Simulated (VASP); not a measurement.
A run of VASP 6.6.1 is set up as follows.

File INCAR:

```
SYSTEM = Bi
PREC = Accurate
ENCUT = 520
EDIFF = 1E-6
ISMEAR = 0
SIGMA = 0.1
LREAL = .False.
LASPH = .True.
NELM = 100
ALGO = Fast
ISIF = 2
LWAVE = .False.
LCHARG = .False.
GGA = PE
NBANDS = 46
```

File KPOINTS:

```
Automatic mesh
0
Gamma
  4 2 4
  0 0 0
```

POSCAR

```
Bi
1.0
    4.7892258151     -0.2748695253      0.0959793431
    2.0723815730      8.2481951490      0.3374668218
   -1.3781323751     -0.8204361688      4.4746132532
Bi
5
Direct
    0.1844434464      0.9133863447      0.4267119145
    0.6792772866      0.1615183079      0.9007171627
    0.6012477961      0.7632965378      0.0027965553
    0.3659263889      0.4960672672      0.2251108536
    1.0064519288      0.3346254946      0.5716401136
```

Potentials or basis: VASP PAW PBE potentials, release 64 (Bi_d).

Run with:

```sh
$ cat potpaw_PBE.64/Bi_d/POTCAR > POTCAR
$ mpirun -np 1 vasp_std > vasp.out
```

Problem. What does it give for the band gap on the k mesh?

Solution. None (metal or under the smearing width).

Problem. Predict the largest force.

Solution. 0.042 eV/Å.

Forces on the atoms (eV/Å):
```
Bi  -0.011  0.004  0.016
Bi   0.033  0.018 -0.010
Bi   0.005 -0.004 -0.026
Bi   0.003 -0.003 -0.005
Bi  -0.030 -0.015  0.025
```

Caveat: the k mesh is coarse (spacing up to 0.38 Å⁻¹), so the values aren't converged; spin-orbit coupling is left out, which moves the levels of the heavy elements.
